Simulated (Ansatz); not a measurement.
**MgO: ab initio molecular dynamics**

Method: DFT PBEsol, scalar-relativistic, plane waves, PAW in Ansatz. The runs took a 420 eV cutoff, a shifted (0.5, 0.5, 0.5 steps) 2×2×2 mesh and Fermi–Dirac smearing (0.22 eV). The mesh is coarse. No spin polarisation.

16 atoms, starting at 1.10 times the perfect crystal's volume (space group P6_3/mmc, not the usual structure, the cell as given, not relaxed at this level); constant energy, velocities drawn at 2600 K, fixed cell; 67 steps of 2 fs. The run is short and not equilibrated.

First frame:

```xyz
16
Lattice="3.5989 0.0000 -4.3129 3.5989 0.0000 4.3129 0.0000 -6.2335 0.0000" Properties=species:S:1:pos:R:3 pbc="T T T"
Mg    3.5989   -2.0778    3.2347
Mg    5.3984   -5.1946   -1.0782
Mg    3.5989   -2.0778   -1.0782
Mg    1.7995   -5.1946   -1.0782
Mg    1.7995   -1.0389    1.0782
Mg    3.5989   -4.1557   -3.2347
Mg    5.3984   -1.0389    1.0782
Mg    3.5989   -4.1557    1.0782
O     3.5989   -2.0778    1.0782
O     1.7995   -5.1946    1.0782
O     3.5989   -2.0778   -3.2347
O     5.3984   -5.1946    1.0782
O     5.3984   -1.0389   -1.0782
O     3.5989   -4.1557   -1.0782
O     1.7995   -1.0389   -1.0782
O     3.5989   -4.1557    3.2347
```

```yaml
Mean_temperature_over_the_second_half: 1333 K
Mean_pressure_over_the_second_half_kinetic_part_included: -3.3 GPa
Mean_potential_energy_above_the_perfect_crystal_as_given_at_volume_ratio_1;_besides_heat_the_difference_comes_from_the_volume_10_%_larger_and_the_crystal's_own_pressure_of_1.1_GPa;_its_own_run_had_another_smearing_without_effect_beside_its_gap: 186 meV/atom
Drift_of_the_conserved_energy_over_the_run: 0.77 meV/atom
Mean-square_drift_of_Mg_from_first_to_last_step_mean_shift_of_all_atoms_removed: 0.04 Å²
Mean-square_drift_of_O_from_first_to_last_step_mean_shift_of_all_atoms_removed: 0.03 Å²
```

Pair distribution functions g(r), second half of the run, up to half the cell's height:

```
r (Å) Mg-Mg Mg-O  O-O
 1.65    0.0   0.0  0.0
 1.75    0.0   0.1  0.0
 1.85    0.0   2.0  0.0
 1.95    0.0   4.0  0.0
 2.05    0.0   6.3  0.0
 2.15    0.0   4.0  0.0
 2.25    0.0   2.7  0.0
 2.35    0.0   1.6  0.0
 2.45    0.0   0.7  0.0
 2.55    0.0   0.2  0.0
 2.65    0.2   0.1  0.2
```

Along the run (potential energy from its first value; pressure with the kinetic part):

```
t (fs) T (K)  ΔE_pot (meV/atom) P (GPa)
   0.0   2600                0.0     -6.5
   4.0   2380               26.7     -6.1
   8.0   1799               97.6     -5.0
  12.0   1094              183.7     -3.6
  16.0    581              246.3     -2.5
  20.0    464              260.3     -2.2
  24.0    696              231.7     -2.5
  28.0   1055              187.9     -2.9
  32.0   1330              154.3     -3.2
  36.0   1435              141.8     -3.2
  40.0   1393              147.0     -3.1
  44.0   1281              160.7     -3.1
  48.0   1183              172.7     -3.3
  52.0   1178              173.4     -3.6
  56.0   1293              159.4     -4.2
  60.0   1464              138.4     -4.5
  64.0   1588              123.2     -4.5
  68.0   1597              122.2     -4.2
  72.0   1491              135.2     -3.6
  76.0   1344              153.2     -3.3
  80.0   1256              163.9     -3.4
  84.0   1266              162.6     -3.9
  88.0   1325              155.3     -4.5
  92.0   1343              153.0     -4.7
  96.0   1274              161.5     -4.2
 100.0   1148              176.8     -3.3
 104.0   1033              190.8     -2.1
 108.0    974              198.0     -1.2
 112.0   1012              193.5     -0.8
 116.0   1167              174.6     -1.2
 120.0   1399              146.3     -2.1
 124.0   1613              120.3     -3.4
 128.0   1722              107.0     -4.5
 132.0   1701              109.6     -5.2
```